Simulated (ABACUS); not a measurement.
# Li (Fm-3m) in ABACUS: notebook

One crystal, Li, is run at these levels: PBE; tasks: equation of state.

Everything below comes from runs of ABACUS 3.10.1. Logs are shortened: lines on timing, memory, paths and dates and some standing lists are left out, and cuts for length are marked.

**1. The crystal as given**

It takes space group Fm-3m (No. 225, cubic). The conventional cell has a = 4.404 Å, b = 4.404 Å, c = 4.404 Å, α = 90.00°, β = 90.00°, γ = 90.00°. Li (site symmetry m-3m) is surrounded by 12 Li at 3.11 Å.

This isn't the form of Li at room conditions, which is bcc.

**2. Equation of state, PBE, 20.07 Å³/atom (volume scaled by 0.94)**

INPUT reads:

```
INPUT_PARAMETERS
suffix              Li
calculation         scf
basis_type          lcao
pseudo_dir          ./
orbital_dir         ./
symmetry            1
dft_functional      pbe
ecutwfc             100
pseudo_rcut         10
nspin               1
nbands              6
ks_solver           genelpa
smearing_method     fd
smearing_sigma      0.00367493
scf_thr             1e-07
scf_nmax            100
mixing_type         broyden
mixing_beta         0.7
cal_force           1
cal_stress          1
out_mul             1
```

STRU reads:

```
ATOMIC_SPECIES
Li 6.9400 Li.upf

NUMERICAL_ORBITAL
Li_confined-atom_8au_4s2p1d.orb

LATTICE_CONSTANT
1.8897261246

LATTICE_VECTORS
0.0000000000 2.1570486114 2.1570486114
2.1570486114 0.0000000000 2.1570486114
2.1570486114 2.1570486114 0.0000000000

ATOMIC_POSITIONS
Direct

Li
0.0
1
0.0000000000 0.0000000000 0.0000000000 1 1 1
```

KPT reads:

```
K_POINTS
0
Gamma
10 10 10 0 0 0
```

Potentials or basis: PseudoDojo NC SR 0.4.1 PBE standard, TZDP LCAO (the cutoffs set its grid).

Command:

```
> OMP_NUM_THREADS=1 mpirun -np 4 abacus > log
```

running log:

```text
ABACUS v3.10.1

               Atomic-orbital Based Ab-initio Computation at UStc

 ------------------------------------------------------------------------------------

 READING GENERAL INFORMATION
                           global_out_dir = OUT.Li/
                           global_in_card = INPUT
                               pseudo_dir = ./
                              orbital_dir = ./
                                    DSIZE = 4
                                    GSIZE = 1

 READING UNITCELL INFORMATION
                                    ntype = 1
                  lattice constant (Bohr) = 1.88973
              lattice constant (Angstrom) = 1

 READING ATOM TYPE 1
                               atom label = Li
                      L=0, number of zeta = 4
                      L=1, number of zeta = 2
                      L=2, number of zeta = 1
             number of atom for this type = 1

                        TOTAL ATOM NUMBER = 1
DIRECT COORDINATES
    atom                   x                   y                   z     mag                  vx                  vy                  vz
taud_Li1            0.0000000000        0.0000000000        0.0000000000  0.0000        0.0000000000        0.0000000000        0.0000000000

                          Volume (Bohr^3) = 135.459
                             Volume (A^3) = 20.0729

 Lattice vectors: (Cartesian coordinate: in unit of a_0)
                   +0            +2.15705            +2.15705
             +2.15705                  +0            +2.15705
             +2.15705            +2.15705                  +0
 Reciprocal vectors: (Cartesian coordinate: in unit of 2 pi/a_0)
            -0.231798           +0.231798           +0.231798
            +0.231798           -0.231798           +0.231798
            +0.231798           +0.231798           -0.231798
 The esolver type has been set to : ksdft_lcao

                PAO radial cut off (Bohr) = 10

 Read in pseudopotential file is Li.upf
                     pseudopotential type = NC
          exchange-correlation functional = PBE
                 nonlocal core correction = 0
                        valence electrons = 3
                                     lmax = 1
                           number of zeta = 2
                     number of projectors = 4
                           L of projector = 0
                           L of projector = 0
                           L of projector = 1
                           L of projector = 1
     initial pseudo atomic orbital number = 2

 SETUP THE ELECTRONS NUMBER
            electron number of element Li = 3
      total electron number of element Li = 3
            AUTOSET number of electrons:  = 3
                           occupied bands = 2
                                   NLOCAL = 15
                                   NBANDS = 6
                                   NBANDS = 6
                                   NLOCAL = 15

%%%%%%%%%%%%%%%%%%%%%%%%%%%%%%%%%%%%%%%%%%%%%%%%%%%%%%%%%%%%%%%%%%%%%%%%%%%%%%%%%%%%%%%%%%%%%%%%%%%%%%%%%%
 Warning: the number of valence electrons in pseudopotential > 1 for Li: [He] 2s1
 Pseudopotentials with additional electrons can yield (more) accurate outcomes, but may be less efficient.
 If you're confident that your chosen pseudopotential is appropriate, you can safely ignore this warning.
%%%%%%%%%%%%%%%%%%%%%%%%%%%%%%%%%%%%%%%%%%%%%%%%%%%%%%%%%%%%%%%%%%%%%%%%%%%%%%%%%%%%%%%%%%%%%%%%%%%%%%%%%%

 SETUP THE PLANE WAVE BASIS
 energy cutoff for charge/potential (unit:Ry) = 400
            fft grid for charge/potential = [ 40, 40, 40 ]
                        fft grid division = [ 5, 5, 5 ]
        big fft grid for charge/potential = [ 8, 8, 8 ]
                                     nbxx = 128
                                     nrxx = 16000

 SETUP PLANE WAVES FOR CHARGE/POTENTIAL
                    number of plane waves = 18197
                         number of sticks = 925

 PARALLEL PW FOR CHARGE/POTENTIAL
     PROC   COLUMNS(POT)             PW
        1            231           4549
        2            230           4550
        3            232           4549
        4            232           4549
 --------------- sum -------------------
        4            925          18197
                            number of |g| = 223
                                  max |g| = 36.1068
                                  min |g| = 0.161191

----------- Double Check Mixing Parameters Begin ------------
mixing_type: broyden
mixing_beta: 0.7
mixing_gg0: 1
mixing_gg0_min: 0.1
mixing_ndim: 8
----------- Double Check Mixing Parameters End ------------

 LATTICE VECTORS: (CARTESIAN COORDINATE: IN UNIT OF A0)
                   +0            +2.15705            +2.15705
             +2.15705                  +0            +2.15705
             +2.15705            +2.15705                  +0
                       right hand lattice = 1
                                   NORM_A = 3.05053
                                   NORM_B = 3.05053
                                   NORM_C = 3.05053
                           ALPHA (DEGREE) = 60
                           BETA  (DEGREE) = 60
                           GAMMA (DEGREE) = 60

 The lattice vectors have been changed (STRU_SIMPLE.cif)

(for optimal symmetric configuration:)
                             BRAVAIS TYPE = 3
                     BRAVAIS LATTICE NAME = 03. Cubic F (face-centered)
                                    ibrav = 3
                                    IBRAV = 3
                                  BRAVAIS = FACE CENTERED CUBIC
                       LATTICE CONSTANT A = 4.3141
Original cell was already a primitive cell.
                        ROTATION MATRICES = 48
              PURE POINT GROUP OPERATIONS = 48
                   SPACE GROUP OPERATIONS = 48
                              POINT GROUP = O_h
               POINT GROUP IN SPACE GROUP = O_h

 SETUP K-POINTS
                                    nspin = 1
                   Input type of k points = Monkhorst-Pack(Gamma)
                                   nkstot = 1000
                       right hand lattice = 1
(for reciprocal lattice: )
                             BRAVAIS TYPE = 2
                     BRAVAIS LATTICE NAME = 02. Cubic I (body-centered)
                                    ibrav = 2
                       right hand lattice = 1
(for k-lattice: )
                             BRAVAIS TYPE = 2
                     BRAVAIS LATTICE NAME = 02. Cubic I (body-centered)
                                    ibrav = 2
                       right hand lattice = 1
                        ROTATION MATRICES = 48
                               nkstot_ibz = 47
K-POINTS REDUCTION ACCORDING TO SYMMETRY
     IBZ    DIRECT_X    DIRECT_Y    DIRECT_Z  WEIGHT  ibz2bz
       1  0.00000000  0.00000000  0.00000000  0.0010       0
       2  0.10000000  0.10000000  0.10000000  0.0080       1
       3  0.20000000  0.20000000  0.20000000  0.0080       2
       4  0.30000000  0.30000000  0.30000000  0.0080       3
       5  0.40000000  0.40000000  0.40000000  0.0080       4
       6  0.50000000  0.50000000  0.50000000  0.0040       5
[... 22 lines left out ...]
      29  0.50000000  0.50000000  0.10000000  0.0240      45
      30 -0.20000000  0.40000000  0.40000000  0.0120      46
[... 17 further k points ...]

                               nkstot now = 47
[... K-POINTS DIRECT COORDINATES: 47 rows ...]

           k-point number in this process = 47
       minimum distributed K point number = 47
[... stars of the k points ...]

[... K-POINTS CARTESIAN COORDINATES: 47 rows ...]

[... K-POINTS DIRECT COORDINATES: 47 rows ...]

 SETUP PLANE WAVES FOR WAVE FUNCTIONS
     energy cutoff for wavefunc (unit:Ry) = 100
              fft grid for wave functions = [ 40, 40, 40 ]
                    number of plane waves = 3119
                         number of sticks = 283

 PARALLEL PW FOR WAVE FUNCTIONS
     PROC   COLUMNS(POT)             PW
        1             70            779
        2             71            780
        3             71            780
        4             71            780
 --------------- sum -------------------
        4            283           3119

 SET NONLOCAL PSEUDOPOTENTIAL PROJECTORS
 max number of nonlocal projetors among all species is 4

 -------------------------------------------
 SELF-CONSISTENT
 -------------------------------------------

 SETUP SEARCHING RADIUS FOR PROGRAM TO SEARCH ADJACENT ATOMS
                  longest orb rcut (Bohr) = 8
   longest nonlocal projector rcut (Bohr) = 1.42
                     search radius (Bohr) = 18.8
              searching radius is (Bohr)) = 18.8
         searching radius unit is (Bohr)) = 1.89
                         PeriodicBoundary = 1
                        Radius(unit:lat0) = 9.97
                                   glayer = [ 6, 6, 6 ]
                             glayer_minus = [ 5, 5, 5 ]

Find the coordinate range of the input atom(unit:lat0).
                                  min_tau = [ -21.6, -21.6, -21.6 ]
                                  max_tau = [ 21.6, 21.6, 21.6 ]
                                BoxNumber = [ 11, 11, 11 ]

 SETUP EXTENDED REAL SPACE GRID FOR GRID INTEGRATION
                          real space grid = [ 40, 40, 40 ]
                 big cell numbers in grid = [ 8, 8, 8 ]
             meshcell numbers in big cell = [ 5, 5, 5 ]
                        extended fft grid = [ 14, 14, 14 ]
                dimension of extened grid = [ 37, 37, 37 ]
                            UnitCellTotal = 125
              Atom number in sub-FFT-grid = 1
    Local orbitals number in sub-FFT-grid = 15
                                ParaV.nnr = 9024
                                 init_chg = atomic

 LCAO ALGORITHM --------------- ION=   1  ELEC=   1--------------------------------

 Density error is 0.0179441499398
----------------------------------------------------------
     Energy           Rydberg                 eV
----------------------------------------------------------
 E_KohnSham     -14.4081270022       -196.0326247382
 E_Harris       -14.4480286202       -196.5755141018
 E_Fermi        0.0698694238         0.9506222800
----------------------------------------------------------
[... 56 lines left out ...]
 LCAO ALGORITHM --------------- ION=   1  ELEC=   7--------------------------------

 Density error is 4.065258056e-08
----------------------------------------------------------
     Energy           Rydberg                 eV
----------------------------------------------------------
 E_KohnSham     -14.4081240559       -196.0325846507
 E_KS(sigma->0) -14.4079579868       -196.0303251648
 E_Harris       -14.4081240438       -196.0325844859
 E_band         -6.7170855381        -91.3906372716
 E_one_elec     -9.5893052761        -130.4691916169
 E_Hartree      3.5833116327         48.7534559142
 E_xc           -3.3402895517        -45.4469708729
 E_Ewald        -5.0615087225        -68.8653591032
 E_entropy(-TS) -0.0003321382        -0.0045189718
 E_descf        0.0000000000         0.0000000000
 E_exx          0.0000000000         0.0000000000
 E_Fermi        0.0681163041         0.9267698623
----------------------------------------------------------

 charge density convergence is achieved
 final etot is -196.03258465 eV
 EFERMI = 0.92676986234 eV

 STATE ENERGY(eV) AND OCCUPATIONS    NSPIN == 1
 1/47 kpoint (Cartesian) = 0.0000 0.0000 0.0000 (567 pws)
       1       -45.5113     0.00200000
       2       -2.59370     0.00200000
       3        15.8063        0.00000
       4        15.8063        0.00000
       5        15.8063        0.00000
       6        19.4095        0.00000

 2/47 kpoint (Cartesian) = 0.023180 0.023180 0.023180 (569 pws)
       1       -45.5095      0.0160000
       2       -2.41474      0.0160000
       3        13.8662        0.00000
       4        15.3669        0.00000
       5        15.3669        0.00000
       6        19.9333        0.00000
[... 25 lines left out ...]
 6/47 kpoint (Cartesian) = 0.11590 0.11590 0.11590 (568 pws)
       1       -45.4925     0.00800000
       2       0.972099     0.00230158
       3        3.93911    5.47354e-29
       4        14.0045        0.00000
       5        14.0045        0.00000
       6        17.7110        0.00000

[... levels at 41 further k points ...]

 correction force for each atom along direction 1 is 6.54567e-15
 correction force for each atom along direction 2 is -7.25693e-15
 correction force for each atom along direction 3 is -1.49124e-14
------------------------------------------------------------------------------------------
 TOTAL-FORCE (eV/Angstrom)
------------------------------------------------------------------------------------------
                       Li1         0.0000000000         0.0000000000         0.0000000000
------------------------------------------------------------------------------------------

----------------------------------------------------------------
 TOTAL-STRESS (KBAR)
----------------------------------------------------------------
         0.9305501832        -0.0000000000        -0.0000000000
         0.0000000000         0.9305501832        -0.0000000000
        -0.0000000000         0.0000000000         0.9305501832
----------------------------------------------------------------
 TOTAL-PRESSURE: 0.930550 KBAR

 --------------------------------------------
 !FINAL_ETOT_IS -196.0325846507266192 eV
 --------------------------------------------
```

Wall time 2.9 s (4 MPI ranks of Intel Xeon at 2.60GHz (Ice Lake), shared host); peak memory 0.4 GiB.

Results:

```
Free energy            : -196.0326 eV
Pressure               : 0.1 GPa
Band gap on the k mesh : none (metal or under the smearing width)
```

Caveat: the atomic orbitals were generated for these runs and aren't a published set; the basis of atomic orbitals isn't converged, which shifts pressures, moduli and gaps.

**3. Equation of state, PBE, 20.50 Å³/atom (volume scaled by 0.96)**

INPUT is that of step 2.

STRU reads:

```
ATOMIC_SPECIES
Li 6.9400 Li.upf

NUMERICAL_ORBITAL
Li_confined-atom_8au_4s2p1d.orb

LATTICE_CONSTANT
1.8897261246

LATTICE_VECTORS
0.0000000000 2.1722395951 2.1722395951
2.1722395951 0.0000000000 2.1722395951
2.1722395951 2.1722395951 0.0000000000

ATOMIC_POSITIONS
Direct

Li
0.0
1
0.0000000000 0.0000000000 0.0000000000 1 1 1
```

KPT is that of step 2.

Potentials or basis: PseudoDojo NC SR 0.4.1 PBE standard, TZDP LCAO (the cutoffs set its grid).

Command:

```
> OMP_NUM_THREADS=1 mpirun -np 4 abacus > log
```

Run time: 2.9 s. Hardware: 4 MPI ranks of Intel Xeon at 2.60GHz (Ice Lake), shared host; peak memory 0.4 GiB.

The run converged. Its results:

```
Free energy            : -196.0324 eV
Pressure               : -0.2 GPa
Band gap on the k mesh : none (metal or under the smearing width)
```

Caveat: the atomic orbitals were generated for these runs and aren't a published set; the basis of atomic orbitals isn't converged, which shifts pressures, moduli and gaps.

(Continued in part 2 of 2.)
